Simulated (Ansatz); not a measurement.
# PtSe2: the cost of one run

Program: Ansatz 0.2.0. Level of theory: DFT PBEsol, scalar-relativistic, plane waves, PAW. These are calculated values, not measurements.

The COD entry's cell or inner coordinates are ideal or old and differ from later refinements, so a difference from it is no clean test against experiment.

5 further runs of the same task are left out: 1 that didn't finish, 4 set aside as unsound or not needed.

## Step 1: The structure to begin with

It takes space group P-3m1 (No. 164, trigonal). The conventional cell has a = 3.761 Å, b = 3.761 Å, c = 4.859 Å, α = 90.00°, β = 90.00°, γ = 120.00°. Pt (site symmetry -3m) is surrounded by 6 Se at 2.51 Å. Se (site symmetry 3m) is surrounded by 3 Pt at 2.51 Å.

Coordinates:

```cif
data_structure
_symmetry_space_group_name_H-M 'P-3m1'
_symmetry_Int_Tables_number 164
_cell_length_a 3.7608
_cell_length_b 3.7608
_cell_length_c 4.8587
_cell_angle_alpha 90.000
_cell_angle_beta 90.000
_cell_angle_gamma 120.000
_cell_volume 59.51
loop_
_atom_site_label
_atom_site_type_symbol
_atom_site_symmetry_multiplicity
_atom_site_Wyckoff_symbol
_atom_site_fract_x
_atom_site_fract_y
_atom_site_fract_z
_atom_site_occupancy
Pt1 Pt 1 a 0.00000 0.00000 0.00000 1
Se1 Se 2 d 0.33333 0.66667 0.26118 1
```

It is the result of an earlier relaxation at this level (volume 19.84 Å³/atom; gap on the mesh: none (metal)).

## Step 2: Relaxing at 2 GPa

At a set pressure the run lowers the enthalpy E + PV, so the energy alone may rise along the way.

input.yaml

```yaml
crystal:
  lattice:
    - [3.7607971118, 0.0, 0.0]
    - [-1.8803985559, 3.2569458373, 0.0]
    - [0.0, 0.0, 4.858732738]
  atoms:
    - { symbol: Pt, position: [0.0, 0.0, 0.0] }
    - { symbol: Se, position: [0.3333333333, 0.6666666667, 0.2611754914] }
    - { symbol: Se, position: [0.6666666667, 0.3333333333, 0.7388245086] }
basis:
  ecutwfc: 420
kpoints:
  mp_grid: { grid: [12, 12, 8] }
hamiltonian:
  xc: pbesol
scf:
  occupations: { method: fermi_dirac, width: 0.15 }
output:
  forces: true
  stress: true
  eigenvalues: true
  write_density: true
  write_potential: true
  elf: true
  volumetric_format: npy
relax:
  adjacent_minimum: "off"
  f_tol: 0.001
  max_steps: 60
  cell: { stress_tol: 0.02, p_target: 2.0 }
```

On the command line:

```bash
$ ansatz run input.yaml --threads 1 --pin off --max-ram 3072MiB --backend cpu --events-out ev --progress --plain --runs-dir out
```

**Question.** How long does this run take on 1 thread of Intel Xeon at 2.70GHz, shared host, and how much memory does it need?

About 1.8 min, with a peak of 0.52 GiB.
